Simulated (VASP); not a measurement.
Wanted: the native input for a VASP 6.6.1 run.

```yaml
Task: single point
Functional: LDA
Potentials_or_basis: VASP PAW LDA potentials, release 64 (Br_GW, K_sv_GW)
Cutoff: 550 eV
k_mesh: 7 × 7 × 7
Occupations: gaussian, width 0.05 eV
Spin: no spin polarisation
Further_INCAR_settings: ALGO = Normal; EDIFF = 1e-07; NBANDS = 15
```

The structure of KBr lies in POSCAR:

```
KBr
4.0435
    0.999999752690      0.000000000000      0.000000000000
    0.000000000000      0.999999752690      0.000000000000
    0.000000000000      0.000000000000      0.999999752690
Br K
1 1
Direct
    0.5000000000      0.5000000000      0.5000000000
    0.0000000000      0.0000000000      0.0000000000
```

Measurements of this composition are mostly on another form, of space group No. 225.

These files were run (other wordings do the same):

INCAR

```
PREC = Accurate ; ENCUT = 550
EDIFF = 1E-7 ; ISMEAR = 0
SIGMA = 0.05 ; LREAL = False
LASPH = True ; NELM = 80
ALGO = Normal ; ISIF = 2
LWAVE = False ; LCHARG = False
GGA = CA ; NBANDS = 15
```

KPOINTS

```
Automatic mesh
0
Gamma
  7 7 7
```

Potentials or basis: VASP PAW LDA potentials, release 64 (Br_GW, K_sv_GW).

Launch:

```bash
$ cat potpaw_LDA.64/Br_GW/POTCAR potpaw_LDA.64/K_sv_GW/POTCAR > POTCAR
$ mpirun -np 1 vasp_std > vasp.out
```

Results of the run:

The pressure is -2.7 GPa and the band gap on the k mesh is 3.50 eV, indirect (least direct gap 3.75 eV).

Caveat: an odd mesh through Γ misses points on the zone boundary, where band edges often lie.

Wall time 23 s on 1 thread of AMD EPYC 7R43 64-Core Processor (Zen 3), with other jobs on the host, peak memory 0.13 GiB.
